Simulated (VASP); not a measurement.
# SnTe (Pm-3m) in VASP: notebook

One crystal, SnTe, is run at these levels: LDA; tasks: single point.

All numbers are computed with VASP 6.6.1; they aren't measurements. Logs are shortened: lines on timing, memory, paths and dates and some standing lists are left out, and cuts for length are marked.

### 1 The crystal as given

Symmetry: Pm-3m, No. 221, cubic system. The conventional cell has a = 3.905 Å, b = 3.905 Å, c = 3.905 Å, α = 90.00°, β = 90.00°, γ = 90.00°. Around Te (site symmetry m-3m) lie 8 Sn at 3.38 Å. Sn (site symmetry m-3m) is surrounded by 8 Te at 3.38 Å.

Measurements of this composition are mostly on another form, of space group No. 225.

### 2 Single point, LDA

File INCAR:

```
SYSTEM = SnTe
ADDGRID = .False.
ALGO = Normal
EDIFF = 1E-6
ENCUT = 500
GGA = CA
ISIF = 2
ISMEAR = 0
LASPH = .True.
LCHARG = .False.
LREAL = Auto
LWAVE = .False.
NELM = 100
PREC = Accurate
SIGMA = 0.05
```

File KPOINTS:

```
k-points
0
Gamma
  7 7 7
  0 0 0
```

File POSCAR:

```
SnTe
1.0
    3.9047000000      0.0000000000      0.0000000000
    0.0000000000      3.9047000000      0.0000000000
    0.0000000000      0.0000000000      3.9047000000
Te Sn
1 1
Direct
    0.5000000000      0.5000000000      0.5000000000
    0.0000000000      0.0000000000      0.0000000000
```

Potentials or basis: VASP PAW LDA potentials, release 64 (Te, Sn_d).

Launch:

```bash
$ cat potpaw_LDA.64/Te/POTCAR potpaw_LDA.64/Sn_d/POTCAR > POTCAR
$ mpirun -np 1 vasp_std > vasp.out
```

OUTCAR:

```text
SYSTEM = SnTe
   EDIFF = 1E-6
   ENCUT = 500
   GGA = CA
   ISIF = 2
   ISMEAR = 0
   LASPH = .True.
   LREAL = Auto
   NELM = 100
   PREC = Accurate

 Found     20 irreducible k-points:

 Following reciprocal coordinates:
            Coordinates               Weight
  0.000000  0.000000  0.000000      1.000000
  0.142857  0.000000  0.000000      6.000000
  0.285714  0.000000  0.000000      6.000000
  0.428571  0.000000  0.000000      6.000000
  0.142857  0.142857  0.000000     12.000000
  0.285714  0.142857  0.000000     24.000000
   k-points           NKPTS =     20   k-points in BZ     NKDIM =     20   number of bands    NBANDS=     14
   number of dos      NEDOS =    301   number of ions     NIONS =      2
   total plane-waves  NPLWV =  21952
   dimension x,y,z NGX =    28 NGY =   28 NGZ =   28
   dimension x,y,z NGXF=    56 NGYF=   56 NGZF=   56
   ions per type =               1   1
   NGX,Y,Z   is equivalent  to a cutoff of  11.92, 11.92, 11.92 a.u.
   NGXF,Y,Z  is equivalent  to a cutoff of  23.84, 23.84, 23.84 a.u.
 SYSTEM =  SnTe
   PREC   = accura    normal or accurate (medium, high low for compatibility)
   ISTART =      0    job   : 0-new  1-cont  2-samecut
   ICHARG =      2    charge: 1-file 2-atom 10-const
   ISPIN  =      1    spin polarized calculation?
   LNONCOLLINEAR =      F non collinear calculations
   LSORBIT =      F    spin-orbit coupling
   LASPH  =      T    aspherical Exc in radial PAW
   ENCUT  =  500.0 eV  36.75 Ry    6.06 a.u.   7.12  7.12  7.12*2*pi/ulx,y,z
   NELM   =    100;   NELMIN=  2; NELMDL= -5     # of ELM steps
   EDIFF  = 0.1E-05   stopping-criterion for ELM
   LREAL  =      T    real-space projection
   EDIFFG = 0.1E-04   stopping-criterion for IOM
   NSW    =      0    number of steps for IOM
   IBRION =     -1    ionic relax: 0-MD 1-quasi-New 2-CG
   NFREE  =      0    steps in history (QN), initial steepest desc. (CG)
   ISIF   =      2    stress and relaxation
   ISYM   =      2    0-nonsym 1-usesym 2-fastsym
   POTIM  = 0.5000    time-step for ionic-motion
   TEBEG  =    0.0;   TEEND  =   0.0 temperature during run
   PSTRESS=    0.0 pullay stress
   NELECT =      20.0000    total number of electrons
   NUPDOWN=      -1.0000    fix difference up-down
   EMIN   =  10.00;   EMAX   =-10.00  energy-range for DOS
   EFERMI =   0.00;   METHOD = LEGACY
   ISMEAR =     0;   SIGMA  =   0.05  broadening in eV -4-tet -1-fermi 0-gaus
   EFERMI_NEDOS =   21; number of points for ismear=-14 and -15
   IALGO  =     38    algorithm
   IMIX   =      4    mixing-type and parameters
     AMIX     =   0.40;   BMIX     =  1.00
     AMIX_MAG =   1.60;   BMIX_MAG =  1.00
  volume/ion in A,a.u.               =      29.77       200.88
  Fermi-wavevector in a.u.,A,eV,Ry     =   1.138057  2.150615 17.621893  1.295173
  Thomas-Fermi vector in A             =   2.274761
   LORBIT       =      0    0 simple, 1 ext, 2 COOP (PROOUT), +10 PAW based schemes
   GGA     = CA    functional components
   LHFCALC =     F    Hartree Fock is set to
   AEXX    =    0.0000 exact exchange contribution
   IVDW    =     0    specifies the selected vdW correction
   LEPSILON=     F    determine dielectric tensor
   LRPA    =     F    only Hartree local field effects (RPA)
 non-spin polarized calculation
 Gauss-broadening in eV      SIGMA  =   0.05
  energy-cutoff  :      500.00
  volume of cell :       59.53
 maximum number of plane-waves:      1521
   NGX = 15   NGY = 15   NGZ = 15

 number of electron      19.9999991 magnetization

 Free energy of the ion-electron system (eV)
  ---------------------------------------------------
  ext. energy  EPLUGINS =         0.00000000
  ---------------------------------------------------
  free energy    TOTEN  =        -8.33267317 eV

  energy without entropy =       -8.32850589  energy(sigma->0) =       -8.33058953

 E-fermi :   6.7607     XC(G=0): -10.0931

 val. band max:        6.7285679400   @ k =   0.4286   0.2857   0.2857
 cond. band min:       6.7754375468   @ k =   0.4286   0.2857   0.0000
 fundamental gap:      0.0468696068
 Fermi energy:         6.7606718287

 k-point     1 :       0.0000    0.0000    0.0000
  band No.  band energies     occupation
      1     -14.6238      2.00000
      2     -14.6238      2.00000
      3     -14.5879      2.00000
      4     -14.5879      2.00000
      5     -14.5879      2.00000
      6      -5.5300      2.00000
      7       1.4150      2.00000
      8       5.0902      2.00000
      9       5.0902      2.00000
     10       5.0902      2.00000
     11      10.4635      0.00000
     12      10.4635      0.00000
     13      12.0842      0.00000
     14      12.0842      0.00000

 k-point     2 :       0.1429    0.0000    0.0000
  band No.  band energies     occupation
      1     -14.6235      2.00000
      2     -14.6175      2.00000
      3     -14.5900      2.00000
      4     -14.5900      2.00000
      5     -14.5878      2.00000
      6      -5.3742      2.00000
      7       0.9175      2.00000
      8       5.0728      2.00000
      9       5.2741      2.00000
     10       5.2741      2.00000
     11      10.6364      0.00000
     12      10.8247      0.00000
     13      11.5323      0.00000
     14      11.5323      0.00000

 k-point     3 :       0.2857    0.0000    0.0000
  band No.  band energies     occupation
      1     -14.6230      2.00000
      2     -14.6035      2.00000
      3     -14.5946      2.00000
      4     -14.5946      2.00000
      5     -14.5875      2.00000
      6      -4.9480      2.00000
      7      -0.2096      2.00000
      8       5.4128      2.00000
      9       5.7877      2.00000
     10       5.7877      2.00000
     11       9.2180      0.00000
     12      10.2998      0.00000
     13      10.2998      0.00000
     14      11.1511      0.00000

 k-point     4 :       0.4286    0.0000    0.0000
  band No.  band energies     occupation
      1     -14.6225      2.00000
      2     -14.5983      2.00000
      3     -14.5983      2.00000
      4     -14.5922      2.00000
      5     -14.5872      2.00000
      6      -4.4624      2.00000
      7      -1.1854      2.00000
      8       6.2623      2.00000
      9       6.4182      2.00000
     10       6.4182      2.00000
     11       7.5783      0.00000
     12       9.1813      0.00000
     13       9.1813      0.00000
     14      11.9561      0.00000

 k-point     5 :       0.1429    0.1429    0.0000
  band No.  band energies     occupation
      1     -14.6203      2.00000
      2     -14.6142      2.00000
      3     -14.5922      2.00000
      4     -14.5900      2.00000
      5     -14.5896      2.00000
      6      -5.2209      2.00000
      7       0.6676      2.00000
      8       4.2074      2.00000
      9       5.4505      2.00000
     10       6.0989      2.00000
     11       9.7083      0.00000
     12      11.1961      0.00000
     13      11.3909      0.00000
     14      11.4188      0.00000

 k-point     6 :       0.2857    0.1429    0.0000
  band No.  band energies     occupation
      1     -14.6187      2.00000
      2     -14.6012      2.00000
      3     -14.5973      2.00000
      4     -14.5943      2.00000
      5     -14.5894      2.00000
      6      -4.8044      2.00000
      7      -0.1491      2.00000
      8       4.0109      2.00000
      9       5.9385      2.00000
     10       6.6998      1.91486
     11       8.1345      0.00000
     12      10.2705      0.00000
     13      10.8497      0.00000
     14      12.0850      0.00000

 [... further k-points ...]

------------------------ aborting loop because EDIFF is reached ----------------------------------------

  FORCE on cell =-STRESS in cart. coord.  units (eV):
  Direction    XX          YY          ZZ          XY          YZ          ZX
  --------------------------------------------------------------------------------------
  -------------------------------------------------------------------------------------
  Total       -1.8101102     -1.8101102     -1.8101102      0.0000000      0.0000000     -0.0000000
  in kB      -48.7138633    -48.7138633    -48.7138633      0.0000000      0.0000000     -0.0000000
  external PRESSURE =     -48.7138633 kB  Pullay stress =       0.0000000 kB

 VOLUME and BASIS-vectors are now :
 -----------------------------------------------------------------------------
  energy-cutoff  :      500.00
  volume of cell :       59.53
      direct lattice vectors                 reciprocal lattice vectors
     3.904700000  0.000000000  0.000000000     0.256101621  0.000000000  0.000000000
     0.000000000  3.904700000  0.000000000     0.000000000  0.256101621  0.000000000
     0.000000000  0.000000000  3.904700000     0.000000000  0.000000000  0.256101621

 POSITION                                       TOTAL-FORCE (eV/Angst)
 -----------------------------------------------------------------------------------
      1.95235      1.95235      1.95235         0.000000      0.000000      0.000000
      0.00000      0.00000      0.00000         0.000000      0.000000      0.000000
 -----------------------------------------------------------------------------------
    total drift:                               -0.000000      0.000000     -0.000000

  FREE ENERGIE OF THE ION-ELECTRON SYSTEM (eV)
  ---------------------------------------------------
  free  energy   TOTEN  =        -8.3326731699 eV

  energy  without entropy=       -8.3285058906  energy(sigma->0) =       -8.33058953
```

Run time: 11 s. Hardware: 1 thread of AMD EPYC 9R14 (Zen 4), shared host; peak memory 0.11 GiB.

The run converged, but some of its settings lie outside the range that counts as converged, so its numbers aren't taken as properties of the crystal.

What came out:

- Free energy: -8.3327 eV
- Pressure: -4.9 GPa
- Band gap on the k mesh: none (metal or under the smearing width)

### 3 Single point, LDA

INCAR: that of step 2 with these lines changed.

```diff
@@ -3,3 +3,3 @@
 ALGO = Normal
-EDIFF = 1E-6
+EDIFF = 1E-4
 ENCUT = 500
@@ -10,3 +10,3 @@
 LCHARG = .False.
-LREAL = Auto
+LREAL = .False.
 LWAVE = .False.
```

KPOINTS is that of step 2.

POSCAR is that of step 2.

Potentials or basis: VASP PAW LDA potentials, release 64 (Te, Sn_d).

Launch:

```bash
$ cat potpaw_LDA.64/Te/POTCAR potpaw_LDA.64/Sn_d/POTCAR > POTCAR
$ mpirun -np 1 vasp_std > vasp.out
```

OUTCAR:

```text
SYSTEM = SnTe
   EDIFF = 1E-4
   ENCUT = 500
   GGA = CA
   ISIF = 2
   ISMEAR = 0
   LASPH = .True.
   LREAL = .False.
   NELM = 100
   PREC = Accurate

 Found     20 irreducible k-points:

 Following reciprocal coordinates:
            Coordinates               Weight
  0.000000  0.000000  0.000000      1.000000
  0.142857  0.000000  0.000000      6.000000
  0.285714  0.000000  0.000000      6.000000
  0.428571  0.000000  0.000000      6.000000
  0.142857  0.142857  0.000000     12.000000
  0.285714  0.142857  0.000000     24.000000
   k-points           NKPTS =     20   k-points in BZ     NKDIM =     20   number of bands    NBANDS=     14
   number of dos      NEDOS =    301   number of ions     NIONS =      2
   total plane-waves  NPLWV =  21952
   dimension x,y,z NGX =    28 NGY =   28 NGZ =   28
   dimension x,y,z NGXF=    56 NGYF=   56 NGZF=   56
   ions per type =               1   1
   NGX,Y,Z   is equivalent  to a cutoff of  11.92, 11.92, 11.92 a.u.
   NGXF,Y,Z  is equivalent  to a cutoff of  23.84, 23.84, 23.84 a.u.
 SYSTEM =  SnTe
   PREC   = accura    normal or accurate (medium, high low for compatibility)
   ISTART =      0    job   : 0-new  1-cont  2-samecut
   ICHARG =      2    charge: 1-file 2-atom 10-const
   ISPIN  =      1    spin polarized calculation?
   LNONCOLLINEAR =      F non collinear calculations
   LSORBIT =      F    spin-orbit coupling
   LASPH  =      T    aspherical Exc in radial PAW
   ENCUT  =  500.0 eV  36.75 Ry    6.06 a.u.   7.12  7.12  7.12*2*pi/ulx,y,z
   NELM   =    100;   NELMIN=  2; NELMDL= -5     # of ELM steps
   EDIFF  = 0.1E-03   stopping-criterion for ELM
   LREAL  =      F    real-space projection
   EDIFFG = 0.1E-02   stopping-criterion for IOM
   NSW    =      0    number of steps for IOM
   IBRION =     -1    ionic relax: 0-MD 1-quasi-New 2-CG
   NFREE  =      0    steps in history (QN), initial steepest desc. (CG)
   ISIF   =      2    stress and relaxation
   ISYM   =      2    0-nonsym 1-usesym 2-fastsym
   POTIM  = 0.5000    time-step for ionic-motion
   TEBEG  =    0.0;   TEEND  =   0.0 temperature during run
   PSTRESS=    0.0 pullay stress
   NELECT =      20.0000    total number of electrons
   NUPDOWN=      -1.0000    fix difference up-down
   EMIN   =  10.00;   EMAX   =-10.00  energy-range for DOS
   EFERMI =   0.00;   METHOD = LEGACY
   ISMEAR =     0;   SIGMA  =   0.05  broadening in eV -4-tet -1-fermi 0-gaus
   EFERMI_NEDOS =   21; number of points for ismear=-14 and -15
   IALGO  =     38    algorithm
   IMIX   =      4    mixing-type and parameters
     AMIX     =   0.40;   BMIX     =  1.00
[... 22 lines left out ...]
  ext. energy  EPLUGINS =         0.00000000
  ---------------------------------------------------
  free energy    TOTEN  =        -8.33057926 eV

  energy without entropy =       -8.32639988  energy(sigma->0) =       -8.32848957

 E-fermi :   6.7592     XC(G=0): -10.0933

 val. band max:        6.7274092950   @ k =   0.4286   0.2857   0.2857
 cond. band min:       6.7736376324   @ k =   0.4286   0.2857   0.0000
 fundamental gap:      0.0462283374
 Fermi energy:         6.7591539159

 k-point     1 :       0.0000    0.0000    0.0000
  band No.  band energies     occupation
      1     -14.6280      2.00000
      2     -14.6280      2.00000
      3     -14.5925      2.00000
      4     -14.5925      2.00000
      5     -14.5925      2.00000
      6      -5.5309      2.00000
      7       1.4134      2.00000
      8       5.0889      2.00000
      9       5.0889      2.00000
     10       5.0889      2.00000
     11      10.4626      0.00000
     12      10.4626      0.00000
     13      12.0820      0.00000
     14      12.0820      0.00000
[... 71 lines left out ...]
      1     -14.6229      2.00000
      2     -14.6055      2.00000
      3     -14.6018      2.00000
      4     -14.5989      2.00000
      5     -14.5939      2.00000
      6      -4.8054      2.00000
      7      -0.1503      2.00000
      8       4.0096      2.00000
      9       5.9370      2.00000
     10       6.6980      1.91634
     11       8.1331      0.00000
     12      10.2688      0.00000
     13      10.8478      0.00000
     14      12.0840      0.00000

 [... further k-points ...]

------------------------ aborting loop because EDIFF is reached ----------------------------------------

  FORCE on cell =-STRESS in cart. coord.  units (eV):
  Direction    XX          YY          ZZ          XY          YZ          ZX
  --------------------------------------------------------------------------------------
  -------------------------------------------------------------------------------------
  Total       -1.5835895     -1.5835895     -1.5835895      0.0000000      0.0000000     -0.0000000
  in kB      -42.6177158    -42.6177158    -42.6177158      0.0000000      0.0000000     -0.0000000
  external PRESSURE =     -42.6177158 kB  Pullay stress =       0.0000000 kB

 VOLUME and BASIS-vectors are now :
 -----------------------------------------------------------------------------
  energy-cutoff  :      500.00
  volume of cell :       59.53
      direct lattice vectors                 reciprocal lattice vectors
     3.904700000  0.000000000  0.000000000     0.256101621  0.000000000  0.000000000
     0.000000000  3.904700000  0.000000000     0.000000000  0.256101621  0.000000000
     0.000000000  0.000000000  3.904700000     0.000000000  0.000000000  0.256101621

 POSITION                                       TOTAL-FORCE (eV/Angst)
 -----------------------------------------------------------------------------------
      1.95235      1.95235      1.95235         0.000000      0.000000      0.000000
      0.00000      0.00000      0.00000         0.000000      0.000000      0.000000
 -----------------------------------------------------------------------------------
    total drift:                               -0.000000      0.000000     -0.000000

  FREE ENERGIE OF THE ION-ELECTRON SYSTEM (eV)
  ---------------------------------------------------
  free  energy   TOTEN  =        -8.3305792627 eV

  energy  without entropy=       -8.3263998820  energy(sigma->0) =       -8.32848957
```

OSZICAR:

```text
N       E                     dE             d eps       ncg     rms          rms(c)
DAV:   1     0.121636015059E+03    0.12164E+03   -0.96547E+03   560   0.165E+03
DAV:   2     0.198845345552E+01   -0.11965E+03   -0.11802E+03   590   0.371E+02
DAV:   3    -0.812309050568E+01   -0.10112E+02   -0.96707E+01   698   0.957E+01
DAV:   4    -0.840838261343E+01   -0.28529E+00   -0.28417E+00   646   0.174E+01
DAV:   5    -0.841975960087E+01   -0.11377E-01   -0.11376E-01   852   0.339E+00    0.442E+00
DAV:   6    -0.833710976188E+01    0.82650E-01   -0.27252E-01   774   0.391E+00    0.289E+00
DAV:   7    -0.833241612913E+01    0.46936E-02   -0.21472E-02   596   0.877E-01    0.144E+00
DAV:   8    -0.833059993676E+01    0.18162E-02   -0.46988E-03   692   0.394E-01    0.249E-01
DAV:   9    -0.833057926268E+01    0.20674E-04   -0.24046E-04   620   0.106E-01
   1 F= -.83305793E+01 E0= -.83284896E+01  d E =-.417938E-02
```

It took 6 s on 1 thread of AMD EPYC 9R14 (Zen 4), shared host; peak memory 0.12 GiB.

These settings aren't checked as converged: the numbers below hold their error.

What came out:

```
Free energy            : -8.3306 eV
Pressure               : -4.3 GPa
Band gap on the k mesh : none (metal or under the smearing width)
```

### 4 Single point, LDA

INCAR: that of step 3 with these lines changed.

```diff
@@ -3,4 +3,4 @@
 ALGO = Normal
-EDIFF = 1E-4
-ENCUT = 500
+EDIFF = 1E-6
+ENCUT = 600
 GGA = CA
```

KPOINTS is that of step 3.

POSCAR is that of step 3.

Launch:

```bash
$ cat potpaw_LDA.64/Te/POTCAR potpaw_LDA.64/Sn_d/POTCAR > POTCAR
$ mpirun -np 1 vasp_std > vasp.out
```

It took 9.9 s on 1 thread of AMD EPYC 9R14 (Zen 4), shared host; peak memory 0.13 GiB.

These settings aren't checked as converged: the numbers below hold their error.

What came out:

```yaml
Free_energy: -8.3306 eV
Pressure: -4.8 GPa
Band_gap_on_the_k_mesh: none (metal or under the smearing width)
```

### 5 Single point, LDA

INCAR: that of step 4 with these lines changed.

```diff
@@ -4,3 +4,3 @@
 EDIFF = 1E-6
-ENCUT = 600
+ENCUT = 400
 GGA = CA
```

File KPOINTS:

```
k-points
0
Gamma
  9 9 9
  0 0 0
```

POSCAR is that of step 4.

Launch:

```bash
$ cat potpaw_LDA.64/Te/POTCAR potpaw_LDA.64/Sn_d/POTCAR > POTCAR
$ mpirun -np 1 vasp_std > vasp.out
```

Run time: 11 s. Hardware: 1 thread of AMD EPYC 9R14 (Zen 4), shared host; peak memory 0.12 GiB.

These settings aren't checked as converged: the numbers below hold their error.

What came out:

```yaml
Free_energy: -8.3441 eV
Pressure: -4.1 GPa
Band_gap_on_the_k_mesh: none (metal or under the smearing width)
```

### 6 Single point, LDA

INCAR: that of step 5 with these lines changed.

```diff
@@ -4,3 +4,3 @@
 EDIFF = 1E-6
-ENCUT = 400
+ENCUT = 500
 GGA = CA
```

KPOINTS is that of step 5.

POSCAR is that of step 5.

Potentials or basis: VASP PAW LDA potentials, release 64 (Te, Sn_d).

Launch:

```bash
$ cat potpaw_LDA.64/Te/POTCAR potpaw_LDA.64/Sn_d/POTCAR > POTCAR
$ mpirun -np 1 vasp_std > vasp.out
```

Run time: 11 s. Hardware: 1 thread of AMD EPYC 9R14 (Zen 4), shared host; peak memory 0.13 GiB.

The run converged, but some of its settings lie outside the range that counts as converged, so its numbers aren't taken as properties of the crystal.

What came out:

```
Free energy            : -8.3441 eV
Pressure               : -4.1 GPa
Band gap on the k mesh : none (metal or under the smearing width)
```

### 7 The reference run

An earlier run on the cell as given: functional PBE; potentials or basis VASP PAW PBE potentials, release 64 (Te, Sn_d); cutoff 520 eV; k mesh 7 × 7 × 7; occupations fermi-dirac, width 0.05 eV; no spin polarisation.

* Pressure: -1.1 GPa
* Band gap on the k mesh: none (metal or under the smearing width)
